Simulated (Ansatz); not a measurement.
A vibration from a frozen displacement in SnO

Method: DFT PBEsol, scalar-relativistic, plane waves, PAW (Ansatz 0.2.0). The runs took a 420 eV cutoff, a Γ-centred 8×6×8 mesh and Gaussian smearing (0.05 eV). No spin polarisation. Energies are free energies at this smearing, counted from the undisturbed cell; pressure is positive in compression.

The undisturbed cell (relaxed at this level; this form isn't the usual structure):

```yaml
crystal:
  lattice:
    - [3.31561, 0.00000, 0.00000]
    - [0.00000, 5.70499, 0.00000]
    - [0.00000, 0.00000, 3.89416]
  atoms:
    - { symbol: Sn, position: [0.00000, 0.23379, 0.52617] }
    - { symbol: Sn, position: [0.50000, 0.76621, 0.02617] }
    - { symbol: O, position: [0.00000, 0.88536, 0.72383] }
    - { symbol: O, position: [0.50000, 0.11464, 0.22383] }
```

The cell holds layers and no dispersion correction was added, so their binding is poorly described.

Atom 3 (O) is moved by x along the Cartesian unit vector (0.707, -0.707, 0.000); the cell and all other atoms stay fixed. The cell's volume is 73.66 Å³; the moved atoms weigh 15.999 u together and the others 253.419 u.

```
  x (Å)  ΔE (meV/cell) total force on the moved atoms along the move (eV/Å) pressure (GPa)
-0.2000         168.99                                                1.6879          1.4302
-0.1333          75.17                                                1.1254          0.7349
-0.0667          18.88                                                0.5648          0.2518
 0.0000           0.00                                                0.0001         -0.0050
 0.0667          19.11                                               -0.5755         -0.0170
 0.1333          77.12                                               -1.1710          0.2344
 0.2000         175.99                                               -1.8004          0.7699
```

What frequency belongs to this motion?

The force constant is k = −dF/dx = 8.548 eV/Å², from the parabola through x = -0.0667, 0 and 0.0667. In every cell the moved atoms swing against the rest, so the mass is μ = m₁m₂/(m₁ + m₂) = 15.049 u, and ν̃ = 521.5 cm⁻¹ × √(|k|/μ) = 393 cm⁻¹. The pattern needn't be a normal mode: ν̃² is then a weighted mean of the squared nonzero frequencies at the zone centre of this cell, taken without macroscopic field, so it lies between the lowest and the highest of them.

How far does the harmonic law reach?

At x = -0.200 Å, kx²/2 = 170.97 meV against the computed 168.99 meV (-1.2 %): the well is still close to harmonic there.

The oxygen sits in a single, nearly harmonic well, with no sign of an instability along this line. The restoring force probably comes mainly from the Sn–O bonds within the layer, and the light oxygen carries most of the motion. The well is slightly lopsided: at 0.2000 Å the energy is 175.99 meV on the positive side against 168.99 meV on the negative. The coordinates suggest why. Each oxygen has three close tin neighbours, and the positive move pushes it strongly towards one of them while stretching the other two bonds. Short-range repulsion grows faster than the stretched bonds weaken, but the opposing contributions largely cancel, so the asymmetry stays small.

The pressure is lowest near a small positive displacement and rises towards both ends, so large excursions either way favour a larger cell. This suggests that vibration along this pattern would push towards expansion, but one direction of one atom doesn't settle the sign of the crystal's thermal expansion.
